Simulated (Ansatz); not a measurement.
**HfO2: band structure with PBE**

Crystal: HfO2.

```
Hf O
1.0
     3.55802    0.00000    0.00000
     0.00000    3.55802    0.00000
     0.00000    0.00000    5.17186
Hf O
2 4
Direct
  0.00000 0.00000 0.00000
  0.50000 0.50000 0.50000
  0.00000 0.50000 0.19721
  0.50000 0.00000 0.30279
  0.50000 0.00000 0.80279
  0.00000 0.50000 0.69721
```

Measurements of this composition are mostly on another form, of space group No. 14.

```json
{
 "Program": "Ansatz 0.2.0",
 "Task": "band structure",
 "Functional": "PBE",
 "Potentials or basis": "Ansatz PAW",
 "Cutoff": "420 eV (not typed: the program's choice for these potentials)",
 "k mesh": "6 × 6 × 4",
 "Occupations": "fermi-dirac, width 0.05 eV",
 "Spin": "spin-orbit coupling, no magnetisation",
 "Path": "[[\"G\", \"X\", \"M\", \"G\", \"Z\", \"R\", \"A\", \"Z\"], [\"X\", \"R\"], [\"M\", \"A\"]]",
 "Points for each segment of the path": "14"
}
```

```json
{
 "Pressure": "9.7 GPa",
 "Largest force": "0.126 eV/Å",
 "Band gap on the k mesh": "4.77 eV, indirect (least direct gap 4.84 eV)",
 "Band gap along the path": "4.77 eV, indirect (least direct gap 4.84 eV)"
}
```

Forces on the atoms (eV/Å):
```
Hf   0.000  0.000  0.000
Hf   0.000  0.000  0.000
O    0.000  0.000  0.126
O    0.000  0.000 -0.126
O    0.000  0.000 -0.126
O    0.000  0.000  0.126
```

Stress tensor (GPa, compression positive):
```
10.00  0.00  0.00
 0.00 10.00  0.00
 0.00  0.00  9.17
```

Levels at the corners of the path, in eV from the valence-band top:
| point | band 72 | band 73 | band 74 | band 75 | band 76 | band 77 | band 78 | band 79 | band 80 | band 81 |
| --- | --- | --- | --- | --- | --- | --- | --- | --- | --- | --- |
| Γ | -0.14 | -0.06 | -0.06 | -0.06 | -0.06 | 4.77 | 4.77 | 4.79 | 4.79 | 6.02 |
| X | -1.40 | -0.15 | -0.15 | -0.15 | -0.15 | 5.17 | 5.17 | 5.17 | 5.17 | 6.19 |
| M | -0.80 | -0.49 | -0.49 | -0.49 | -0.49 | 5.80 | 5.80 | 5.80 | 5.80 | 6.15 |
| Γ | -0.14 | -0.06 | -0.06 | -0.06 | -0.06 | 4.77 | 4.77 | 4.79 | 4.79 | 6.02 |
| Z | -0.64 | 0.00 | 0.00 | 0.00 | 0.00 | 5.44 | 5.44 | 5.44 | 5.44 | 5.75 |
| R | -1.37 | -0.92 | -0.92 | -0.92 | -0.92 | 5.28 | 5.28 | 5.28 | 5.28 | 5.71 |
| A | -1.42 | -0.01 | -0.01 | -0.01 | -0.01 | 5.98 | 5.98 | 5.98 | 5.98 | 6.32 |
| Z | -0.64 | 0.00 | 0.00 | 0.00 | 0.00 | 5.44 | 5.44 | 5.44 | 5.44 | 5.75 |
| X | -1.40 | -0.15 | -0.15 | -0.15 | -0.15 | 5.17 | 5.17 | 5.17 | 5.17 | 6.19 |
| R | -1.37 | -0.92 | -0.92 | -0.92 | -0.92 | 5.28 | 5.28 | 5.28 | 5.28 | 5.71 |
| M | -0.80 | -0.49 | -0.49 | -0.49 | -0.49 | 5.80 | 5.80 | 5.80 | 5.80 | 6.15 |
| A | -1.42 | -0.01 | -0.01 | -0.01 | -0.01 | 5.98 | 5.98 | 5.98 | 5.98 | 6.32 |

Wall time 65 s on 2 threads of Intel(R) Xeon(R) 6975P-C (Granite Rapids), with other jobs on the host, peak memory 1 GiB.

Caveat: the pressure holds a Pulay correction of +0.8 GPa for the finite cutoff. PBE gaps usually lie below the measured ones, often by a third to a half.
